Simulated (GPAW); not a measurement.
The system is CdS (Greenockite).

```
Cd S
1.0
     4.15000    0.00000    0.00000
    -2.07500    3.59401    0.00000
     0.00000    0.00000    6.73700
Cd S
2 2
Direct
  0.66667 0.33333 0.50000
  0.33333 0.66667 0.00000
  0.66667 0.33333 0.87500
  0.33333 0.66667 0.37500
```

| Item | Value |
| --- | --- |
| Program | GPAW 26.7.0 |
| Task | relaxation of cell and atoms |
| Functional | RPBE |
| Dispersion | D3(BJ) |
| Potentials or basis | the program's PAW data sets (release 1.2.1) made for this functional |
| Cutoff | 600 eV |
| Basis | pw |
| k mesh | 5 × 5 × 3 |
| Occupations | fermi-dirac, width 0.05 eV |
| Spin | no spin polarisation |

At the start: pressure -4.6 GPa; volume 25.12 Å³/atom.

Task: Where does the relaxation end?

Result: Over 6 steps the energy falls by 28.8 meV/atom and the volume is 23.23 Å³/atom (-7.5 %); space group P6_3mc (No. 186, to 0.05 Å).

Step by step:
| step | energy change (eV) | largest force (eV/Å) | pressure (GPa) | volume (Å³) |
| --- | --- | --- | --- | --- |
| 1 | 0.0000 | 0.0860 | -4.59 | 100.48 |
| 2 | -0.0214 | 0.0719 | -4.21 | 99.71 |
| 3 | -0.1129 | 0.0845 | 0.44 | 92.38 |
| 4 | -0.1147 | 0.0473 | -0.11 | 93.09 |
| 5 | -0.1150 | 0.0302 | -0.10 | 93.08 |
| 6 | -0.1153 | 0.0168 | 0.01 | 92.93 |

Final structure:
```cif
data_structure
_symmetry_space_group_name_H-M 'P 1'
_symmetry_Int_Tables_number 1
_cell_length_a 4.0450
_cell_length_b 4.0450
_cell_length_c 6.5586
_cell_angle_alpha 90.000
_cell_angle_beta 90.000
_cell_angle_gamma 120.000
_cell_volume 92.93
loop_
_atom_site_label
_atom_site_type_symbol
_atom_site_fract_x
_atom_site_fract_y
_atom_site_fract_z
_atom_site_occupancy
Cd1 Cd 0.66667 0.33333 0.49888 1
Cd2 Cd 0.33333 0.66667 0.99888 1
S1 S 0.66667 0.33333 0.87611 1
S2 S 0.33333 0.66667 0.37612 1
```

Caveat: later steps reuse the first step's grids.
